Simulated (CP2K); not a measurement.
# TiSi2 (Cmcm) in CP2K: notebook

The runs below take TiSi2 through single point, with PBE+D3, PBE+D3(BJ), PBE+D4, PBE+rVV10, PBE+D3(BJ)+ATM.

Program: CP2K 2026.2. These are calculated values, not measurements. Logs are shortened: lines on timing, memory, paths and dates and some standing lists are left out, and cuts for length are marked.

**1. Starting point**

Symmetry: Cmcm, No. 63, orthorhombic system. Conventional cell: a = 3.530 Å, b = 13.519 Å, c = 3.565 Å, α = 90.00°, β = 90.00°, γ = 90.00°. Ti (site symmetry m2m) has 10 Si at 2.58 to 2.81 Å as nearest neighbours. Si (site symmetry m2m) is surrounded by 4 Si at 2.51 Å and 4 Ti at 2.66 to 2.67 Å. Si (site symmetry m2m) has 2 Si at 2.38 Å and 4 Ti at 2.58 Å as nearest neighbours.

The cell comes from a database or a generator and needn't be the stable form of this composition.

**2. Single point, PBE+D3**

Contents of tisi2_scf.inp:

```
&GLOBAL
  PROJECT tisi2_scf
  RUN_TYPE ENERGY_FORCE
  PRINT_LEVEL LOW
&END GLOBAL
&FORCE_EVAL
  METHOD QS
  STRESS_TENSOR ANALYTICAL
  &DFT
    BASIS_SET_FILE_NAME BASIS_MOLOPT_UZH
    POTENTIAL_FILE_NAME POTENTIAL_UZH
    &MGRID
      CUTOFF 450
      REL_CUTOFF 60
      NGRIDS 5
    &END MGRID
    &QS
      METHOD GPW
      EPS_DEFAULT 1.0E-10
    &END QS
    &KPOINTS
      SCHEME MONKHORST-PACK 8 8 8
      GAMMA_CENTERED T
      SYMMETRY T
      SYMMETRY_BACKEND SPGLIB
    &END KPOINTS
    &SCF
      SCF_GUESS ATOMIC
      EPS_SCF 1.0E-6
      MAX_SCF 100
      ADDED_MOS 24
      CHOLESKY OFF
      EPS_EIGVAL 1.0E-7
      &DIAGONALIZATION ON
        ALGORITHM STANDARD
      &END DIAGONALIZATION
      &MIXING ON
        METHOD BROYDEN_MIXING
        ALPHA 0.4
        BETA 1.5
        NBUFFER 8
      &END MIXING
      &SMEAR ON
        METHOD FERMI_DIRAC
        ELECTRONIC_TEMPERATURE 580.23
      &END SMEAR
    &END SCF
    &XC
      &XC_FUNCTIONAL PBE
      &END XC_FUNCTIONAL
      &VDW_POTENTIAL
        POTENTIAL_TYPE PAIR_POTENTIAL
        &PAIR_POTENTIAL
          TYPE DFTD3
          REFERENCE_FUNCTIONAL PBE
          PARAMETER_FILE_NAME dftd3.dat
          R_CUTOFF 20
        &END PAIR_POTENTIAL
      &END VDW_POTENTIAL
    &END XC
    &PRINT
      &KPOINTS ON
      &END KPOINTS
      &MULLIKEN ON
      &END MULLIKEN
      &MO ON
        ENERGIES T
        OCCUPATION_NUMBERS T
        &EACH
          QS_SCF 0
        &END EACH
        ADD_LAST NUMERIC
      &END MO
    &END PRINT
  &END DFT
  &SUBSYS
    &CELL
      A 6.9859489419 0.0000000000 0.0000000000
      B -6.0939883006 3.4156681940 0.0000000000
      C 0.0000000000 0.0000000000 3.5651739700
      PERIODIC XYZ
    &END CELL
    &COORD
      Ti  -4.7452102856 3.0634510479 0.8912934925
      Ti  5.6371709269 0.3522171461 2.6738804775
      Si  3.7200824571 0.8528417278 0.8912934925
      Si  -2.8281218158 2.5628264662 2.6738804775
      Si  -0.3159449896 1.9068017220 0.8912934925
      Si  1.2079056309 1.5088664720 2.6738804775
    &END COORD
    &KIND Ti
      BASIS_SET DZVP-MOLOPT-PBE-GTH-q12
      POTENTIAL GTH-PBE-q12
    &END KIND
    &KIND Si
      BASIS_SET DZVP-MOLOPT-PBE-GTH-q4
      POTENTIAL GTH-PBE-q4
    &END KIND
    &PRINT
      &ATOMIC_COORDINATES ON
      &END ATOMIC_COORDINATES
      &CELL ON
      &END CELL
    &END PRINT
  &END SUBSYS
  &PRINT
    &FORCES ON
    &END FORCES
    &STRESS_TENSOR ON
    &END STRESS_TENSOR
  &END PRINT
&END FORCE_EVAL
```

Potentials or basis: POTENTIAL_UZH Ti GTH-PBE-q12, Si GTH-PBE-q4; DZVP-MOLOPT-PBE-GTH basis.

The run is started by

```
> OMP_NUM_THREADS=1 cp2k.psmp -i tisi2_scf.inp -o tisi2_scf.out
```

tisi2_scf.out:

```text

 CP2K| version string:                                       CP2K version 2026.2
 CP2K| Input file name                                             tisi2_scf.inp

 GLOBAL| Force Environment number                                              1
 GLOBAL| Basis set file name                                    BASIS_MOLOPT_UZH
 GLOBAL| Potential file name                                       POTENTIAL_UZH
 GLOBAL| MM Potential file name                                     MM_POTENTIAL
 GLOBAL| Coordinate file name                                      __STD_INPUT__
 GLOBAL| Method name                                                        CP2K
 GLOBAL| Project name                                                  tisi2_scf
 GLOBAL| Run type                                                   ENERGY_FORCE
 GLOBAL| FFT library                                                       FFTW3
 GLOBAL| Diagonalization library                                       ScaLAPACK
 GLOBAL| Cholesky decomposition library                                ScaLAPACK
 GLOBAL| DGEMM library                                                      BLAS
 GLOBAL| Direct generalized diagonalization requested                          F
 GLOBAL| Matrix multiplication library                                 ScaLAPACK
 GLOBAL| Global print level                                                  LOW
 GLOBAL| Total number of message passing processes                             1
 GLOBAL| Number of threads for this process                                    1
 GLOBAL| CPU model name                          Intel(R) Xeon(R) Platinum 8488C

 CELL| Volume [angstrom^3]:                                            85.071053
 CELL| Vector a [angstrom]:       6.986     0.000     0.000   |a| =     6.985949
 CELL| Vector b [angstrom]:      -6.094     3.416     0.000   |b| =     6.985949
 CELL| Vector c [angstrom]:       0.000     0.000     3.565   |c| =     3.565174
 CELL| Angle (b,c), alpha [degree]:                                    90.000000
 CELL| Angle (a,c), beta  [degree]:                                    90.000000
 CELL| Angle (a,b), gamma [degree]:                                   150.729457
 CELL| Numerically orthorhombic:                                              NO
 CELL| Periodicity                                                           XYZ

 CELL_REF| Volume [angstrom^3]:                                        85.071053
 CELL_REF| Vector a [angstrom     6.986     0.000     0.000   |a| =     6.985949
 CELL_REF| Vector b [angstrom    -6.094     3.416     0.000   |b| =     6.985949
 CELL_REF| Vector c [angstrom     0.000     0.000     3.565   |c| =     3.565174
 CELL_REF| Angle (b,c), alpha [degree]:                                90.000000
 CELL_REF| Angle (a,c), beta  [degree]:                                90.000000
 CELL_REF| Angle (a,b), gamma [degree]:                               150.729457
 CELL_REF| Numerically orthorhombic:                                          NO
 CELL_REF| Periodicity                                                       XYZ
[... 9 lines left out ...]
 TOTAL NUMBERS AND MAXIMUM NUMBERS

  Total number of            - Atomic kinds:                                   2
                             - Atoms:                                          6
                             - Shell sets:                                     6
                             - Shells:                                        36
                             - Primitive Cartesian functions:                 28
                             - Cartesian basis functions:                    118
                             - Spherical basis functions:                    104

  Maximum angular momentum of- Orbital basis functions:                        3
                             - Local part of the GTH pseudopotential:          2
                             - Non-local part of the GTH pseudopotential:      3

 MODULE QUICKSTEP: ATOMIC COORDINATES IN ANGSTROM

   Atom Kind Element         X             Y             Z       Z(eff)     Mass
      1    1 Ti   22     -4.745210      3.063451      0.891293  12.0000  47.8670
      2    1 Ti   22      5.637171      0.352217      2.673880  12.0000  47.8670
      3    2 Si   14      3.720082      0.852842      0.891293   4.0000  28.0855
      4    2 Si   14     -2.828122      2.562826      2.673880   4.0000  28.0855
      5    2 Si   14     -0.315945      1.906802      0.891293   4.0000  28.0855
      6    2 Si   14      1.207906      1.508866      2.673880   4.0000  28.0855

 SCF PARAMETERS         Density guess:                                    ATOMIC
                        --------------------------------------------------------
                        max_scf:                                             100
[... 7 lines left out ...]
                        --------------------------------------------------------
                        level_shift [a.u.]:                             0.000000
                        added MOs                                        24    0
                        --------------------------------------------------------
                        Mixing method:                            BROYDEN_MIXING
[... 11 lines left out ...]
 *******************************************************************************
 BRILLOUIN| K-point scheme                                        Monkhorst-Pack
 BRILLOUIN| K-Point grid                                             8    8    8
 BRILLOUIN| Gamma-centered k-point mesh                                     ON
 BRILLOUIN| K-point symmetry accuracy                               0.100000E-05
 BRILLOUIN| K-Point point group symmetrization                                ON
 BRILLOUIN| Symmetry backend                                             SPGLIB
 BRILLOUIN| Symmetry reduction method                                    SPGLIB
 BRILLOUIN| Wavefunction type                                            COMPLEX
 BRILLOUIN| List of Kpoints [2 Pi/Bohr]                                      105
 BRILLOUIN| Number           Weight            X              Y              Z
 BRILLOUIN|     1           0.00781       -0.37500       -0.37500       -0.37500
 BRILLOUIN|     2           0.00781       -0.37500       -0.37500       -0.25000
 BRILLOUIN|     3           0.00781       -0.37500       -0.37500       -0.12500
 BRILLOUIN|     4           0.00391       -0.37500       -0.37500        0.00000
 BRILLOUIN|     5           0.00391       -0.37500       -0.37500        0.50000
 BRILLOUIN|     6           0.01562       -0.37500       -0.25000       -0.37500
[... 32 lines left out ...]
 BRILLOUIN|    39           0.00781       -0.37500        0.50000        0.00000
 BRILLOUIN|    40           0.00781       -0.37500        0.50000        0.50000
 [... further k-points ...]
 *******************************************************************************

 Extrapolation method: initial_guess

 Number of electrons:                                                         40
 Number of occupied orbitals:                                                 20
 Number of molecular orbitals:                                                44

 Number of orbital functions:                                                104
 Number of independent orbital functions:                                    104

 SCF WAVEFUNCTION OPTIMIZATION

  Step     Update method      Time    Convergence         Total energy    Change
  ------------------------------------------------------------------------------
     1 NoMix/Diag. 0.40E+00   13.4     0.96284879      -133.5870286587 -1.34E+02
     2 Broy./Diag. 0.40E+00   18.7     0.01978618      -132.7754348979  8.12E-01
     3 Broy./Diag. 0.40E+00   16.0     0.03584178      -132.3649076107  4.11E-01
     4 Broy./Diag. 0.40E+00   15.3     0.01181286      -132.1651705674  2.00E-01
     5 Broy./Diag. 0.40E+00   15.0     0.00158483      -132.0458986906  1.19E-01
     6 Broy./Diag. 0.40E+00   14.7     0.00042980      -132.0508249817 -4.93E-03
     7 Broy./Diag. 0.40E+00   17.4     0.00031357      -132.0638597440 -1.30E-02
     8 Broy./Diag. 0.40E+00   15.6     0.00008086      -132.0659493828 -2.09E-03
     9 Broy./Diag. 0.40E+00   16.4     0.00007289      -132.0672397659 -1.29E-03
    10 Broy./Diag. 0.40E+00   15.1     0.00000978      -132.0675777533 -3.38E-04
    11 Broy./Diag. 0.40E+00   15.7     0.00000442      -132.0676705392 -9.28E-05
    12 Broy./Diag. 0.40E+00   15.5     0.00000154      -132.0676819897 -1.15E-05
    13 Broy./Diag. 0.40E+00   15.5     0.00000063      -132.0676820259 -3.61E-08

  *** SCF run converged in    13 steps ***

  Electronic density on regular grids:        -39.9999999981        0.0000000019
  Core density on regular grids:               39.9999999960       -0.0000000040
  Total charge density on r-space grids:       -0.0000000021
  Total charge density g-space grids:          -0.0000000021

  Overlap energy of the core charge distribution:               0.00000000000394
  Self energy of the core charge distribution:               -254.28578691636940
  Core Hamiltonian energy:                                     63.36909849886376
  Hartree energy:                                              78.69359349464455
  Exchange-correlation energy:                                -19.77144445185166
  Dispersion energy:                                           -0.07270791856909
  Electronic entropic energy:                                  -0.00043473203906
  Fermi energy:                                                 0.40723098791100

  Total energy:                                              -132.06768202586778
  Total energy (extrapolated to T->0):                       -132.06746465984824

 MO| EIGENVALUES AND OCCUPATION NUMBERS FOR K POINT 1
 MO|
 MO|  Index      Eigenvalue [a.u.]        Eigenvalue [eV]             Occupation
 MO|      1              -1.680371             -45.725217               2.000000
 MO|      2              -1.680240             -45.721656               2.000000
 MO|      3              -0.811786             -22.089831               2.000000
 MO|      4              -0.811775             -22.089525               2.000000
 MO|      5              -0.811312             -22.076930               2.000000
 MO|      6              -0.811077             -22.070535               2.000000
[... 690 lines left out ...]
 MO|     43               0.889834              24.213613               0.000000
 MO|     44               0.931788              25.355247               0.000000
 MO| Sum:                                                              41.991893
 MO| E(Fermi):            0.407231 a.u.         11.081319 eV

 [... the levels of further k-points ...]

 !-----------------------------------------------------------------------------!
                     Mulliken Population Analysis

 #  Atom  Element  Kind  Atomic population                           Net charge
       1     Ti       1         12.303892                             -0.303892
       2     Ti       1         12.303892                             -0.303892
       3     Si       2          3.880766                              0.119234
       4     Si       2          3.880766                              0.119234
       5     Si       2          3.815343                              0.184657
       6     Si       2          3.815342                              0.184658
 # Total charge                             40.000000                 -0.000000

 !-----------------------------------------------------------------------------!

 ENERGY| Total FORCE_EVAL ( QS ) energy [hartree]           -132.067671116651127

 FORCES| Atomic forces [hartree/bohr]
 FORCES|   Atom     x               y               z               |f|
 FORCES|      1  1.71468980E-03 -4.47814394E-04 -4.98076066E-04   1.84086355E-03
 FORCES|      2 -1.71470843E-03  4.47822248E-04  4.98076545E-04   1.84088294E-03
 FORCES|      3  2.73127805E-04 -7.13045475E-05 -3.49017179E-08   2.82282018E-04
 FORCES|      4 -2.73118454E-04  7.13088509E-05  3.47480448E-08   2.82274057E-04
 FORCES|      5 -3.49405532E-03  9.12474858E-04 -2.49409063E-07   3.61123705E-03
 FORCES|      6  3.49406459E-03 -9.12487014E-04  2.49093409E-07   3.61124909E-03
 FORCES| Sum    -7.47124368E-12  1.85896958E-12  9.63226850E-12
 FORCES| Total atomic force                                       1.23310927E-11

 STRESS| Analytical stress tensor [bar]
 STRESS|                        x                   y                   z
 STRESS|      x       -4.02139360424E+04   1.29351447931E+03   5.67090798586E-01
 STRESS|      y        1.29351447931E+03  -3.55995264309E+04  -1.48086910964E-01
 STRESS|      z        5.67090798586E-01  -1.48086910964E-01  -3.32298756731E+04
 STRESS| 1/3 Trace                                            -3.63477793821E+04
 STRESS| Determinant                                          -4.75161933844E+13

 STRESS| Eigenvectors and eigenvalues of the analytical stress tensor [bar]
 STRESS|                        1                   2                   3
 STRESS| Eigenvalues  -4.05517972040E+04  -3.52616653161E+04  -3.32298756262E+04
 STRESS|      x           0.967540025080      0.252717814703      0.000077454139
 STRESS|      y          -0.252717813894      0.967540028181     -0.000020213468
 STRESS|      z          -0.000080048283     -0.000000016701      0.999999996796
```

Run time: 3.9 min. Hardware: 1 thread of Intel Xeon Platinum 8488C (Sapphire Rapids), shared host; peak memory 0.72 GiB.

Results:

```
Free energy            : -3593.7441 eV
Pressure               : -3.6 GPa
Largest force          : 0.186 eV/Å
Band gap on the k mesh : none (metal or under the smearing width)
Mulliken charges       : Ti -0.30; Si +0.12, +0.18 e
```

Forces in eV/Å, atoms in the order of the input:
```
Ti   0.088 -0.023 -0.026
Ti  -0.088  0.023  0.026
Si   0.014 -0.004  0.000
Si  -0.014  0.004  0.000
Si  -0.180  0.047  0.000
Si   0.180 -0.047  0.000
```

Stress tensor (GPa, compression positive):
```
-4.02  0.13  0.00
 0.13 -3.56  0.00
 0.00  0.00 -3.32
```

Levels at points of the mesh, in eV from the Fermi level:
```
           k point  band 17  band 18  band 19  band 20  band 21  band 22  band 23  band 24
(0.00, 0.00, 0.00)    -2.15    -2.10    -2.08     0.45     0.72     0.81     0.90     1.39
(0.00, 0.00, 0.50)    -1.63    -1.63    -0.06    -0.06     0.84     0.84     1.47     1.47
(0.00, 0.50, 0.00)    -1.70    -1.47    -0.67    -0.61    -0.55     1.21     1.51     1.68
(0.00, 0.50, 0.50)    -3.23    -3.23    -2.45    -2.45     1.76     1.76     1.89     1.89
(0.50, 0.50, 0.00)    -2.54    -1.95    -1.17     0.37     0.65     0.76     0.91     1.15
(0.50, 0.50, 0.50)    -2.05    -2.05    -0.91    -0.91     0.48     0.48     1.68     1.68
```

Caveat: Mulliken charges move with the basis; the basis of atomic orbitals isn't converged, which shifts pressures, moduli and gaps; pairwise dispersion overbinds metals, which lowers pressure and volume.

**3. Single point, PBE+D3(BJ)**

tisi2_scf.inp: that of step 2 with these lines changed.

```diff
@@ -53,3 +53,3 @@
         &PAIR_POTENTIAL
-          TYPE DFTD3
+          TYPE DFTD3(BJ)
           REFERENCE_FUNCTIONAL PBE
```

Potentials or basis: POTENTIAL_UZH Ti GTH-PBE-q12, Si GTH-PBE-q4; DZVP-MOLOPT-PBE-GTH basis.

The run is started by

```
> OMP_NUM_THREADS=1 cp2k.psmp -i tisi2_scf.inp -o tisi2_scf.out
```

Wall time 3.7 min (1 thread of Intel Xeon Platinum 8488C (Sapphire Rapids), shared host); peak memory 0.73 GiB.

The run converged. Its results:

```yaml
Free_energy: -3594.9507 eV
Pressure: -5.0 GPa
Largest_force: 0.174 eV/Å
Band_gap_on_the_k_mesh: none (metal or under the smearing width)
Mulliken_charges: Ti -0.30; Si +0.12, +0.18 e
```

Forces on the atoms (eV/Å):
```
Ti   0.044 -0.012 -0.026
Ti  -0.044  0.012  0.026
Si   0.010 -0.003  0.000
Si  -0.010  0.003  0.000
Si  -0.168  0.044  0.000
Si   0.168 -0.044  0.000
```

Stress tensor (GPa, compression positive):
```
-5.22  0.06  0.00
 0.06 -5.01  0.00
 0.00  0.00 -4.66
```

Levels at points of the mesh, in eV from the Fermi level:
```csv
k point,band 17,band 18,band 19,band 20,band 21,band 22,band 23,band 24
"(0.00, 0.00, 0.00)",-2.15,-2.10,-2.08,0.45,0.72,0.81,0.90,1.39
"(0.00, 0.00, 0.50)",-1.63,-1.63,-0.06,-0.06,0.84,0.84,1.47,1.47
"(0.00, 0.50, 0.00)",-1.70,-1.47,-0.67,-0.61,-0.55,1.21,1.51,1.68
"(0.00, 0.50, 0.50)",-3.23,-3.23,-2.45,-2.45,1.76,1.76,1.89,1.89
"(0.50, 0.50, 0.00)",-2.54,-1.95,-1.17,0.37,0.65,0.76,0.91,1.15
"(0.50, 0.50, 0.50)",-2.05,-2.05,-0.91,-0.91,0.48,0.48,1.68,1.68
```

Caveat: Mulliken charges move with the basis; the basis of atomic orbitals isn't converged, which shifts pressures, moduli and gaps; pairwise dispersion overbinds metals, which lowers pressure and volume.

[end of part 1 of 2]
